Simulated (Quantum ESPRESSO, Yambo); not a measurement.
An input for Yambo 5.3.0 (BAs (F-43m)):

```
HF_and_locXC
gw0
dyson
cohsex
em1s
rim_cut
RandQpts= 1000000
RandGvec= 1 RL
EXXRLvcs= 100 Ry
VXCRLvcs= 400 Ry
Chimod= "HARTREE"
% BndsRnXs
 1 | 144 |
%
NGsBlkXs= 17 Ry
% LongDrXs
 1 | 1 | 1 |
%
% GbndRnge
 1 | 144 |
%
DysSolver= "n"
ExtendOut
% QPkrange
 1 | 1 | 12 | 15 |
 10 | 10 | 12 | 15 |
%
```

```sh
OMP_NUM_THREADS=1 mpirun -n 4 yambo -F gw4.in -J gw4 -C gw4 > gw4.log
```

The stored states that it reads are on a 6×6×6 mesh. It takes space group F-43m (No. 216, cubic). The conventional cell has a = 4.777 Å, b = 4.777 Å, c = 4.777 Å, α = 90.00°, β = 90.00°, γ = 90.00°. Nearest to B lie 4 As at 2.07 Å. Nearest to As lie 4 B at 2.07 Å. Farther neighbours are not listed.

Estimate wall time and host memory on 4 MPI ranks of Arm Neoverse V1, shared host.

It took 7.9 min; on shared hardware allow 4 min to 16 min. Peak host memory was 2.0 GiB.

The screening grows as filled bands × empty bands × pairs of k points, times the square of the screening basis for the matrix.

[Paths, hosts, dates, memory and timing lines, banners, echoed tables and standing remarks are left out of the program output.]

[Logs are printed without paths, hosts, clocks, repeated set-up lines and the standing remarks that a program may print on its own settings, such as how far it seeks lower states.]

[Runs of the session that timed out or met a known fault of the program may be left out.]

[Hosts, paths, dates, database ids (printed as entryN), source tags and the programs' standing remarks are cut or masked in the printed files.]
